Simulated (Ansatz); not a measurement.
All-electron card of Sc

```xyz
2
Lattice="3.3088 0.0000 0.0000 -1.6544 2.8655 0.0000 0.0000 0.0000 5.2680" Properties=species:S:1:pos:R:3 pbc="T T T"
Sc    0.0000    1.9103    1.3170
Sc    1.6544    0.9552    3.9510
```

Atom numbers follow the list: Sc1, Sc2.

The cell is COD entry 9011704, as deposited and not checked against the literature; nothing was relaxed.

These are results of DFT, PBE, all-electron LAPW, scalar-relativistic (Ansatz 0.2.0), not measurements.

Sampling and basis: a Γ-centred 13×13×7 k mesh, Fermi–Dirac smearing of 0.03 eV, basis error target 0.5 meV/atom, no spin polarisation.

| Property | Result |
| --- | --- |
| Stress xx, yy, zz (compression positive) | -0.11, -0.11, -1.81 GPa |
| Volume per atom | 168.5 bohr³ |

Problem. Give the computed value. Pressure at this cell.

Solution. -0.68 GPa.

Problem. Predict this quantity. Density of states at the Fermi level (0.2 eV bin).

Solution. 4.87 states/eV per cell.

Problem. Predict this quantity. Band gap.

Solution. none: bands cross the Fermi level, a metal.
